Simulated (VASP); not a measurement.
Runs of VASP 6.6.1 on CsPbCl3. All rows change the cell; the cell of one of them follows. The structure is trigonal, space group R32 (No. 155). Conventional cell: a = 8.647 Å, b = 8.647 Å, c = 9.887 Å, α = 90.00°, β = 90.00°, γ = 120.00°. Cs (site symmetry 32) is surrounded by 12 Cl at 4.14 to 4.48 Å. Pb (site symmetry 32) has 6 Cl at 3.00 Å as nearest neighbours. Cl (site symmetry 2) has 2 Pb at 3.00 Å as nearest neighbours. The cell comes from a database or a generator and needn't be the stable form of this composition.

```tsv
cell	gap on the mesh (eV)	pressure (GPa)	largest force (eV/Å)
strain +0.080 along x and y, +0.000 along z, atoms carried along	2.46	(a)	(b)
strain +0.000 along x and y, +0.080 along z, atoms carried along	2.35	-1.0	0.02
strain -0.080 along x and y, -0.080 along z, atoms carried along	0.81	11.6	0.04
strain -0.080 along x and y, -0.040 along z, atoms carried along	1.03	8.9	0.02
```

Alike in all rows: task single point; level PBE; potentials or basis VASP PAW PBE potentials, release 64 (Cs_sv, Pb_d, Cl); no spin polarisation; k mesh 6 × 6 × 6; cutoff (eV) 520; smearing gaussian 0.05 eV.

Q: Estimate the missing entries.

A: (a) -2.1; (b) 0.05.

Caveats: spin-orbit coupling is left out, which as a rule narrows the gap of such compounds by several tenths of an eV.

A k mesh can miss the band edges, and the runs leave out spin-orbit coupling on Cs, Pb.
